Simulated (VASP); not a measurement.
# As: band structure with PBE

The system is As.

```
CELL_PARAMETERS angstrom
2.70368 0.00000 0.00000
0.00000 2.70368 0.00000
0.00000 0.00000 2.70368
ATOMIC_POSITIONS crystal
As 0.50000 0.50000 0.50000
```

This isn't the form of As at room conditions, which is rhombohedral.

* Program: VASP 6.6.1
* Task: band structure
* Functional: PBE
* Potentials or basis: VASP PAW PBE potentials, release 54 (As)
* Cutoff: 600 eV
* k mesh: 10 × 10 × 10
* Occupations: fermi-dirac, width 0.05 eV
* Spin: no spin polarisation
* Further INCAR settings: ALGO = Normal; EDIFF = 1e-06

The pressure is 2.4 GPa. The band gap along the path is none (metal or under the smearing width).

Levels at the corners of the path, in eV from the Fermi level:
```
point  band 1  band 2  band 3  band 4  band 5  band 6
    Γ  -14.94    4.19    4.19    4.19    8.53    8.53
    X  -11.80   -6.90    6.49    6.49   11.21   14.17
    X  -11.80   -6.90    6.49    6.49   11.21   14.17
    M   -8.52   -4.23   -4.23    2.55    8.66   16.50
    M   -8.52   -4.23   -4.23    2.55    8.66   16.50
    Γ  -14.94    4.19    4.19    4.19    8.53    8.53
    Γ  -14.94    4.19    4.19    4.19    8.53    8.53
    R   -4.89   -1.79   -1.79   -1.79    5.98    5.98
    R   -4.89   -1.79   -1.79   -1.79    5.98    5.98
    X  -11.80   -6.90    6.49    6.49   11.21   14.17
    M   -8.52   -4.23   -4.23    2.55    8.66   16.50
    R   -4.89   -1.79   -1.79   -1.79    5.98    5.98
```

It took 15 s on 1 thread of Intel(R) Xeon(R) Platinum 8375C CPU @ 2.90GHz (Ice Lake), with other jobs on the host, peak memory 0.14 GiB.
